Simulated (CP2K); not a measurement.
Crystal: CuAu.

```
CELL_PARAMETERS angstrom
4.57073 0.00000 0.00000
3.65953 2.73850 0.00000
3.65953 1.21766 2.45289
ATOMIC_POSITIONS crystal
Au 0.00000 0.00000 0.00000
Cu 0.50000 0.50000 0.50000
```

The cell comes from a database or a generator and needn't be the stable form of this composition.

Base run:

```yaml
Program: CP2K 2026.2
Functional: PBE
Potentials_or_basis: POTENTIAL_UZH Au GTH-PBE-q11, Cu GTH-PBE-q11; ccGRB-D basis
Density_cutoff: 6803 eV
k_mesh: 11 × 11 × 11
Occupations: fermi-dirac, width 0.05 eV
Spin: no spin polarisation
```

Its results: band gap on the k mesh none (metal or under the smearing width); pressure 7.1 GPa.

Problem. The run is repeated on the same cell with these changes: potentials or basis from POTENTIAL_UZH Au GTH-PBE-q11, Cu GTH-PBE-q11; ccGRB-D basis to POTENTIAL_UZH Au GTH-PBE-q11, Cu GTH-PBE-q11; DZVP-MOLOPT-PBE-GTH basis; basis sets from Au ccGRB-D-q11, Cu ccGRB-D-q11 to Au DZVP-MOLOPT-PBE-GTH-q11, Cu DZVP-MOLOPT-PBE-GTH-q11. What comes out?

Solution. Band gap on the k mesh none (metal or under the smearing width); pressure 3.0 GPa.

Caveats: the basis of atomic orbitals isn't converged, which shifts pressures, moduli and gaps.
